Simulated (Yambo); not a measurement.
A run of Yambo 5.3.0 is set up as follows.

File optics0.in:

```
optics
chi
Chimod= "IP"
% BndsRnXd
 1 | 29 |
%
% LongDrXd
 1 | 1 | 0 |
%
% QpntsRXd
 1 | 1 |
%
% EnRngeXd
 0 | 30 | eV
%
% DmRngeXd
 0.05 | 0.05 | eV
%
ETStpsXd= 200
```

File scf.in:

```
&CONTROL
  calculation = 'scf'
  prefix = 'pwscf'
  outdir = './tmp'
  pseudo_dir = './pseudo'
/
&SYSTEM
  ibrav = 0
  nat = 2
  ntyp = 2
  ecutwfc = 84
  nbnd = 9
  occupations = 'smearing'
  smearing = 'fd'
  degauss = 0.00367493
  force_symmorphic = .true.
/
&ELECTRONS
  conv_thr = 4d-10
  electron_maxstep = 120
  mixing_beta = 0.5
/
ATOMIC_SPECIES
N     14.0070 N.upf
B     10.8100 B.upf
CELL_PARAMETERS bohr
   0.0000000000    3.4260753537    3.4260753537
   3.4260753537    0.0000000000    3.4260753537
   3.4260753537    3.4260753537    0.0000000000
ATOMIC_POSITIONS bohr
N      1.7130376768    1.7130376768    1.7130376768
B      0.0000000000    0.0000000000    0.0000000000
K_POINTS automatic
24 24 24 0 0 0
```

Contents of nscf.in:

```
&CONTROL
  calculation = 'nscf'
  prefix = 'pwscf'
  outdir = './tmp'
  pseudo_dir = './pseudo'
/
&SYSTEM
  ibrav = 0
  nat = 2
  ntyp = 2
  ecutwfc = 84
  nbnd = 34
  occupations = 'fixed'
  force_symmorphic = .true.
/
&ELECTRONS
  conv_thr = 1d-08
  diago_full_acc = .true.
  diago_thr_init = 1d-06
/
ATOMIC_SPECIES
N     14.0070 N.upf
B     10.8100 B.upf
CELL_PARAMETERS bohr
   0.0000000000    3.4260753537    3.4260753537
   3.4260753537    0.0000000000    3.4260753537
   3.4260753537    3.4260753537    0.0000000000
ATOMIC_POSITIONS bohr
N      1.7130376768    1.7130376768    1.7130376768
B      0.0000000000    0.0000000000    0.0000000000
K_POINTS automatic
24 24 24 0 0 0
```

Potentials or basis: PseudoDojo 0.4.1 SR PBEsol standard.

Launch:

```bash
$ OMP_NUM_THREADS=1 pw.x -in scf.in > scf.out
$ OMP_NUM_THREADS=1 pw.x -in nscf.in > nscf.out
$ cd tmp/pwscf.save; p2y; mv SAVE ../..; cd ../..
$ OMP_NUM_THREADS=1 yambo
$ OMP_NUM_THREADS=1 yambo -F optics0.in -J optics0 -C optics0_out
```

Question: What does it give for the absorption peak?

Answer: 12.06 eV.

Question: What does it give for the electronic dielectric constant along the field?

Answer: 4.72.

Question: What does it give for the band gap on the k mesh, mean-field level?

Answer: 4.33 eV, indirect (least direct gap 8.78 eV).

Dielectric function (along the field direction of the input):
| energy (eV) | real part | imaginary part |
| --- | --- | --- |
| 0.30 | 4.72 | 0.01 |
| 0.75 | 4.74 | 0.01 |
| 1.21 | 4.76 | 0.02 |
| 1.81 | 4.80 | 0.02 |
| 2.26 | 4.85 | 0.02 |
| 2.71 | 4.91 | 0.02 |
| 3.32 | 5.02 | 0.02 |
| 3.77 | 5.11 | 0.02 |
| 4.22 | 5.23 | 0.02 |
| 4.82 | 5.42 | 0.03 |
| 5.28 | 5.59 | 0.03 |
| 5.73 | 5.81 | 0.03 |
| 6.33 | 6.16 | 0.04 |
| 6.78 | 6.51 | 0.05 |
| 7.24 | 6.95 | 0.06 |
| 7.84 | 7.80 | 0.09 |
| 8.29 | 8.81 | 0.15 |
| 8.74 | 11.00 | 0.61 |
| 9.35 | 12.75 | 4.51 |
| 9.80 | 9.86 | 7.82 |
| 10.25 | 11.74 | 9.22 |
| 10.85 | 8.42 | 9.97 |
| 11.31 | 8.88 | 12.11 |
| 11.76 | 3.30 | 15.86 |
| 12.36 | -2.66 | 12.99 |
| 12.81 | -2.08 | 8.43 |
| 13.27 | -3.70 | 8.56 |
| 13.87 | -1.25 | 4.65 |
| 14.32 | -1.23 | 7.30 |
| 14.77 | -2.26 | 5.70 |
| 15.38 | -3.04 | 4.99 |
| 15.83 | -2.02 | 3.83 |
| 16.28 | -3.44 | 3.19 |
| 16.88 | -2.13 | 2.38 |
| 17.34 | -1.97 | 2.47 |
| 17.79 | -2.35 | 2.12 |
| 18.39 | -1.92 | 1.48 |
| 18.84 | -1.37 | 1.52 |
| 19.30 | -1.53 | 1.18 |
| 19.90 | -1.16 | 0.98 |

Caveat: independent-particle spectra lack excitons.

**The experiment to reproduce.**

From a printed reference work, monograph, for a bulk crystal of BN at 300 K: band gap 6.4 eV (indirect).

Against the measured gap of BN, 6.4 eV (indirect; 300 K; a printed reference work, monograph), the calculated 4.33 eV is off by -2.07 eV. The value is that of PBEsol on a finite k mesh, which can miss the band edges, without temperature or zero-point motion. Semilocal functionals fall short of measured gaps as a rule. The cell is a database's relaxed one, not the measured one, which moves gaps too.
